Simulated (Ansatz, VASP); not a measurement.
## Cross-check of Ga2O3 between VASP and Ansatz

Wanted: the spread between two codes on one cell, functional and k mesh. Of the first pair: The two relaxations start from unlike cells of this crystal (the structure described is Ansatz's start), so only their ends are compared.

Program: Ansatz 0.2.0. Level of theory: plane waves, with VASP 6.6.1 beside it; relaxation of cell and atoms at BLYP with D3(BJ), relaxation of cell and atoms at PBEsol with D3(BJ) and relaxation of cell and atoms at PBE with D3(BJ). Results are calculated unless marked as measured.

## Step 1: The starting structure

The structure is monoclinic, space group C2/m (No. 12). Conventional cell: a = 12.214 Å, b = 3.037 Å, c = 5.798 Å, α = 90.00°, β = 103.83°, γ = 90.00°. Nearest to Ga lie 4 O at 1.83 to 1.86 Å. Ga has 6 O at 1.94 to 2.07 Å nearest. Nearest to O lie 3 Ga at 1.83 to 1.94 Å. Nearest to O lie 4 Ga at 1.86 to 2.07 Å. O has 3 Ga at 1.83 to 1.94 Å nearest. Farther neighbours and most contacts between anions are not listed.

## Step 2: Ansatz: relaxation of cell and atoms, BLYP with D3(BJ)

Ansatz runs on its default PAW (the set named soft_2) files.

The relaxed volume is the usual yardstick between codes: in a stiff, nearly cubic crystal its relative difference is about their pressure difference at one cell divided by the bulk modulus.

input.yaml reads:

```yaml
crystal:
  lattice:
    - [6.107, -1.51855, 0.0]
    - [6.107, 1.51855, 0.0]
    - [-1.3859888959, 0.0, 5.630008738]
  atoms:
    - { symbol: Ga, position: [0.0905, 0.0905, 0.7946] }
    - { symbol: Ga, position: [0.9095, 0.9095, 0.2054] }
    - { symbol: Ga, position: [0.65866, 0.65866, 0.31402] }
    - { symbol: Ga, position: [0.34134, 0.34134, 0.68598] }
    - { symbol: O, position: [0.1645, 0.1645, 0.1098] }
    - { symbol: O, position: [0.8355, 0.8355, 0.8902] }
    - { symbol: O, position: [0.1733, 0.1733, 0.5632] }
    - { symbol: O, position: [0.8267, 0.8267, 0.4368] }
    - { symbol: O, position: [0.4959, 0.4959, 0.2566] }
    - { symbol: O, position: [0.5041, 0.5041, 0.7434] }
kpoints:
  mp_grid: { grid: [8, 8, 4] }
hamiltonian:
  xc: blyp
  dispersion: d3bj
scf:
  occupations: { method: gaussian, width: 0.02 }
output:
  forces: true
  stress: true
  eigenvalues: true
relax:
  adjacent_minimum: "off"
  f_tol: 0.005
  max_steps: 60
  cell: { stress_tol: 0.03 }
```

Started as:

```sh
$ ansatz run input.yaml --threads 4 --pin off --max-ram 16384MiB --backend cpu --events-out ev --progress --plain --runs-dir out
```

Numbers of over 12 decimals in the logs are rounded to 6 here.

What it wrote:

```text
basis.fft_grid_basis auto: the FFT boxes are laid along the combinations [[1, -1, 0], [0, 1, 0], [0, 0, 1]] of the cell's own vectors, 3.037, 6.293 and 5.798 Å long. The dense box has 24×45×40 points. Along the cell's own vectors, as sized, it would have 45×45×40, 1.88 times as many. Of the 4 symmetry operations that the crystal satisfies within crystal.symmetry.tolerance (time reversal apart; of a slab, those that k [...]
Engine: ansatz 0.2.0, aarch64-unknown-linux-gnu
Pseudopotentials: kind: paw
Pseudopotential: Ga, paw, valence charge 13, recommended cutoff 420 eV (normal), Ga.paw.azcp
Pseudopotential: O, paw, valence charge 6, recommended cutoff 420 eV (normal), O.paw.azcp
Functional definition: BLYP
  parameter beta = 0.0042
  parameter a = 0.04918
  parameter b = 0.132
  parameter c = 0.2533
  parameter d = 0.349
  exchange = b88_x(beta = beta)
  correlation = lyp_c(a = a, b = b, c = c, d = d)
Crystal: 10 atoms, lattice volume = 104.423 Å³
Basis set: ecut = 420 eV, 2037 PW (Γ), FFT grids on a1−a2, a2, a3, exchange–correlation on 48×90×80 points (8 copies of the dense FFT grid, shifted against one another)
Bands: 54, of which v1, the nominal top of the filled ones, is band 44 counted from 1 (43 counted from 0)
Symmetry: 4 space group operations
Space group: C2/m (ITA 12), of the structure as read, at distance tolerance 4.7e-5 Å
k-points: 78 of 256
Non-local potential: Ga, projectors of the file, l = 0: 2, l = 1: 2, l = 2: 3, l = 3: 1
Non-local potential: O, projectors of the file, l = 0: 2, l = 1: 2, l = 2: 1
PAW form: soft (Blöchl's): semilocal exchange-correlation on the pseudo side does not see the compensation charge
PAW frozen core: Ga, regenerated for the run's functional, and the local potential with it (the file was generated under x = pbe(κ = 0.804, μ = 0.219515), c = pbe(β = 0.066725))
PAW frozen core: O, regenerated for the run's functional, and the local potential with it (the file was generated under x = pbe(κ = 0.804, μ = 0.219515), c = pbe(β = 0.066725))
PAW one-centre angular grid: Ga, 590 points (default); XC on 64 Gauss nodes
PAW one-centre angular grid: O, 110 points (default); XC on 64 Gauss nodes
Initial density: superposition of atomic densities (neutral atoms: chi_scale 0, normalization atom), corrected by the library's trained network
Initial wavefunctions: pseudopotential atomic-orbital guess
Functional: x = b88, c = lyp
SCF iter   1: F=—  HF=-18595.123075 eV  |F-HF|=—  |Δ(HF+E_count)|=         —  Δρ=1.89e-2  dr2=2.44e-1  ethr=1.77e-3  ⟨swp⟩=6.2  Hψ=15443  notcnv=0  defer=8
preconditioner: auto → Resta (q_TF=auto, 2.652 Å⁻¹)  ε∞=4.6  [insulator: Δε(μ)=2.674 eV  Ē_g=17.939 eV  σ=0.020 eV  W_gap=1.00  n_scr=34 (ndim 8)  ℏωp=34.1 eV  f_vac=0.014  D(μ)=0.00/eV (n_scr^D=0)  ε∞_Penn≈4.6]
SCF iter   2: F=—  HF=-18595.050086 eV  |F-HF|=—  |Δ(HF+E_count)|=   7.30e-2  Δρ=1.99e-3  dr2=3.66e-3  ethr=2.77e-4  ⟨swp⟩=2.0  Hψ=8020  notcnv=0  defer=314
SCF iter   3: F=—  HF=-18595.049973 eV  |F-HF|=—  |Δ(HF+E_count)|=   1.14e-4  Δρ=1.16e-3  dr2=1.09e-3  ethr=4.16e-6  ⟨swp⟩=2.0  Hψ=7330  notcnv=0  defer=314
SCF iter   4: F=—  HF=-18595.050209 eV  |F-HF|=—  |Δ(HF+E_count)|=   2.36e-4  Δρ=5.14e-4  dr2=2.94e-4  ethr=1.23e-6  ⟨swp⟩=2.0  Hψ=5527  notcnv=0  defer=314
SCF iter   5: F=—  HF=-18595.050172 eV  |F-HF|=—  |Δ(HF+E_count)|=   3.71e-5  Δρ=9.86e-5  dr2=7.37e-6  ethr=3.35e-7  ⟨swp⟩=2.0  Hψ=6688  notcnv=0  defer=314
SCF iter   6: F=—  HF=-18595.050164 eV  |F-HF|=—  |Δ(HF+E_count)|=   7.59e-6  Δρ=2.95e-5  dr2=5.25e-7  ethr=8.37e-9  ⟨swp⟩=2.0  Hψ=7330  notcnv=0  defer=314
SCF iter   7: F=—  HF=-18595.050164 eV  |F-HF|=—  |Δ(HF+E_count)|=   1.64e-7  Δρ=1.97e-5  dr2=2.75e-7  ethr=1.14e-10  ⟨swp⟩=10.6  Hψ=21427  notcnv=0
SCF iter   8: F=-18595.050164 eV  HF=-18595.050164 eV  |F-HF|=4.38e-9  |Δ(HF+E_count)|=   1.58e-7  Δρ=2.60e-6  dr2=4.52e-9  ethr=1.14e-10  ⟨swp⟩=3.0  Hψ=16591  notcnv=0
SCF 1 converged in 8 iterations: F = -18595.050164 eV  dr2 = 4.52e-9
  greatest PAW one-centre occupation: 0.998 electrons in one spin orbital (limit 2), on the Ga atom at site 3 (counted from 0), in its partial waves of l = 2
relax step   1: F+E_penalty+E_count = -18595.05016419 eV  Δ(F+E_penalty+E_count) = +0.000e0 eV  max|allowed force component| = 2.328e-1 eV/Å  Δτ_max = 0.0000 Å  P = +7.707 GPa  Ω = 104.423 Å³  (8 SCF iters, dr2 threshold 1.00e-7 eV, accepted)
[...]
relax step   7: F+E_penalty+E_count = -18595.14602914 eV  Δ(F+E_penalty+E_count) = +1.057e-3 eV  max|allowed force component| = 1.477e-3 eV/Å  Δτ_max = 0.0026 Å  P = +0.012 GPa  Ω = 108.378 Å³  energy of the carried Pulay correction = -1.325e-3 eV  (5 SCF iters, dr2 threshold 3.49e-7 eV, accepted)
[...]
relax step   8: F+E_penalty+E_count = -18595.14738383 eV  Δ(F+E_penalty+E_count) = -1.355e-3 eV  max|allowed force component| = 1.377e-3 eV/Å  Δτ_max = 0.0000 Å  P = +0.021 GPa  Ω = 108.378 Å³  stress off target by 2.89e-2 GPa  SCF on the basis re-selected at this cell (its energy is not comparable with the rows above)  (7 SCF iters)
basis re-selected at this cell: Δ(F+E_penalty+E_count) = -1.355e-3 eV, ΔP = +0.008 GPa vs the last step (what re-selecting the basis moved, of the pressure what is left beyond the Pulay correction that the steps carried, after the strain that the cell walked since its last selection, with what the two solves' SCF thresholds leave and, on support functions, any second-order correction that the steps lacked; it is no m [...]
SCF converged after 7 iterations
Free energy (F): -18595.147384 eV
Harris-Foulkes:  -18595.147384 eV  (|F-HF|=6.91e-11)
Internal energy: -18595.147384 eV  (E = F + TS)
E sigma→0 (E₀):  -18595.147384 eV
Fermi energy:    9.095117 eV
--- Per-component energies (eV) ---
  E_band       = -109.289503
  E_kinetic    = 1519.443921
  E_local      = -9207.497572  (includes V_loc(G=0)·N_el)
  E_nonlocal   = 2008.996670
  E_hartree    = 4136.223873
  E_xc         = -702.992691
  E_vxc        = -775.546920  (∫ρ·V_xc dr)
  E_paw        = -9005.475772  (= ΣΔE_a)
  E_vpaw       = -1927.147969  (= ΣTr[D̂ρ^β])
  E_aug_tail   = 0.014631  (compensation charges beyond the density's cutoff)
  E_ewald      = -7339.741107
  E_disp       = -4.200408  (pairwise vdW)
  E_core_change = 0.081072  (= ΣΔE_core)
  E_smearing   = -0.000000  (= −TS)
  E_closure    = 0.000000  (closes the sum)
  Σ components = -18595.147384   (vs F -18595.147384, Δ=0.00e0)
--- Forces (eV/Å), atoms counted from 1 ---
  atom   1  Ga     0.00000999     0.00000000     0.00029017
  atom   2  Ga    -0.00000999    -0.00000000    -0.00029017
  atom   3  Ga    -0.00070810     0.00000000    -0.00011084
  atom   4  Ga     0.00070810    -0.00000000     0.00011084
  atom   5  O     -0.00028615    -0.00000000    -0.00137700
  atom   6  O      0.00028615     0.00000000     0.00137700
  atom   7  O      0.00063269     0.00000000     0.00082685
  atom   8  O     -0.00063269    -0.00000000    -0.00082685
  atom   9  O      0.00025477     0.00000000    -0.00020630
  atom  10  O     -0.00025477    -0.00000000     0.00020630
  max |Σ_I F_I| component: 2.17e-19 eV/Å
--- Stress (GPa, compression-positive) ---
        0.018674       0.000000       0.002390
        0.000000       0.028850      -0.000000
        0.002391      -0.000000       0.014365
  P = ⅓ Tr σ = 0.0206 GPa (0.206 kbar)
--- Band table (eV; the first three rows and the last of 78) ---
  k-point 0: bands = [... 40 lower, 7.3689, 7.5327, 7.7356, 7.9824, 10.1872, 13.4842, 14.3708, 14.6098, ... 6 higher]
  k-point 1: bands = [... 40 lower, 7.3831, 7.4327, 7.5608, 7.7534, 11.1153, 13.6363, 14.1420, 14.7555, ... 6 higher]
  k-point 2: bands = [... 40 lower, 7.3820, 7.3950, 7.4944, 7.7194, 12.5053, 12.6710, 14.4090, 14.8934, ... 6 higher]
  k-point 77: bands = [... 40 lower, 7.3629, 7.3980, 7.4420, 7.9957, 12.8773, 13.1139, 13.9898, 14.1815, ... 6 higher]
--- Relaxed structure (6 steps of the walk, 6 accepted, 2 SCFs on fresh bases) ---
  F+E_penalty+E_count = -18595.14738383 eV   max|allowed force component| = 1.377e-3 eV/Å   (the final SCF, on the basis selected at the relaxed cell)
  cell:  # Å, volume = 108.3782 Å³
    - [6.187443, -1.537618, 0.00913726]
    - [6.187443, 1.537618, 0.00913726]
    - [-1.395822, -2.1214900483090942e-17, 5.693704]
  atoms:
    - { symbol: Ga, position: [0.090356, 0.090356, 0.794229] }
    - { symbol: Ga, position: [0.909644, 0.909644, 0.205771] }
    - { symbol: Ga, position: [0.658920, 0.658920, 0.312409] }
    - { symbol: Ga, position: [0.341080, 0.341080, 0.687591] }
    - { symbol: O, position: [0.165379, 0.165379, 0.107841] }
    - { symbol: O, position: [0.834621, 0.834621, 0.892159] }
    - { symbol: O, position: [0.173226, 0.173226, 0.563055] }
    - { symbol: O, position: [0.826774, 0.826774, 0.436945] }
    - { symbol: O, position: [0.496331, 0.496331, 0.255732] }
    - { symbol: O, position: [0.503669, 0.503669, 0.744268] }
```

(Continued in part 2 of 3.)

[Lines on the potential files, build, host, timing and source positions are cut from VASP's logs without a mark.]

[Logs are printed without paths, hosts, clocks, repeated set-up lines and the standing remarks that a program may print on its own settings, such as how far it seeks lower states.]

[Hosts, paths, dates, database ids (printed as entryN), source tags and the programs' standing remarks are cut or masked in the printed files.]
